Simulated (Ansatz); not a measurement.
Crystal: KBr.

```
Br K
1.0
     0.00000    3.30000    3.30000
     3.30000    0.00000    3.30000
     3.30000    3.30000    0.00000
Br K
1 1
Direct
  0.50000 0.50000 0.50000
  0.00000 0.00000 0.00000
```

Base run:

* Program: Ansatz 0.2.0
* Functional: PBEsol
* Potentials or basis: all-electron LAPW, relativistic spinors
* Cutoff: 128 eV (chosen from the basis error)
* Basis error allowed: 0.001 eV/atom
* k mesh: 5 × 5 × 5
* Occupations: fermi-dirac, width 0.05 eV
* Spin: spin-orbit coupling, no magnetisation

Its results: band gap on the k mesh 4.12 eV, direct; pressure -0.3 GPa.

**Question.** The run is repeated on the same cell with these changes: functional from PBEsol to PBE. What comes out?

**Answer.** Band gap on the k mesh 4.27 eV, direct; pressure 0.7 GPa.

PBE binds less tightly than PBEsol, so the same cell stands under more pressure.
